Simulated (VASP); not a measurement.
Wanted: the native input for a VASP 6.6.1 run.

- Task: relaxation of cell and atoms
- Functional: revPBE
- Dispersion: D3
- Potentials or basis: VASP PAW PBE potentials, release 64 (Ni, O)
- Cutoff: 600 eV
- k mesh: 11 × 11 × 11
- Occupations: fermi-dirac, width 0.05 eV
- Spin: collinear spin, ferromagnetic start
- Starting moments: [1.0, 0.0] μB
- Further INCAR settings: ALGO = Normal; EDIFF = 1e-06; IBRION = 2; EDIFFG = -0.01; NSW = 60; ISIF = 3

The structure of NiO lies in POSCAR:

```
NiO
1.0
    0.0000000000      2.0859016414      2.0859016414
    2.0859016414      0.0000000000      2.0859016414
    2.0859016414      2.0859016414      0.0000000000
Ni O
1 1
Direct
    0.0000000000      0.0000000000      0.0000000000
    0.5000000000      0.5000000000      0.5000000000
```

These files were run (other wordings do the same):

INCAR

```
PREC = Accurate
ENCUT = 600
EDIFF = 1E-6
ISMEAR = -1
SIGMA = 0.05
LREAL = False
LASPH = True
NELM = 150
ALGO = Normal
ISIF = 3
LWAVE = False
LCHARG = False
ISPIN = 2
MAGMOM = 1 0
LORBIT = 11
LMAXMIX = 4
GGA = RE
IVDW = 11
IBRION = 2
NSW = 60
EDIFFG = -0.01
```

KPOINTS

```
Automatic mesh
0
Gamma
  11 11 11
```

Potentials or basis: VASP PAW PBE potentials, release 64 (Ni, O).

Run with:

```bash
$ cat potpaw_PBE.64/Ni/POTCAR potpaw_PBE.64/O/POTCAR > POTCAR
$ mpirun -np 1 vasp_std > vasp.out
```

It gave:

```json
{"Relaxed volume": "9.32 Å³/atom", "Relaxed cell": "a = 2.976 Å, b = 2.976 Å, c = 2.976 Å, α = 60.00°, β = 60.00°, γ = 60.00°", "Space group after relaxing (to 0.05 Å)": "Fm-3m (No. 225)", "Energy gained by relaxing": "4.1 meV/atom", "Ionic steps": "3", "Pressure after relaxing": "0.1 GPa", "Band gap on the k mesh": "none (metal or under the smearing width)", "Net moment": "1.83 μB per cell", "Site moments": "Ni +1.50; O +0.28 μB", "Valence electrons inside the program's atomic spheres": "Ni 8.93; O 4.98", "Dispersion energy per atom": "-0.341 eV"}
```

Caveat: the PAW data sets were made with another functional, which shifts forces and pressure a little; a cell with one magnetic atom can't hold antiferromagnetic order, which such compounds often take; semilocal functionals often make such compounds metallic where correlation or magnetic order opens a gap, which also shifts bond lengths; pairwise dispersion overbinds metals, which lowers pressure and volume.

Run time: 56 s on 1 thread of Intel(R) Xeon(R) Platinum 8375C CPU @ 2.90GHz (Ice Lake), with other jobs on the host, peak memory 0.18 GiB.
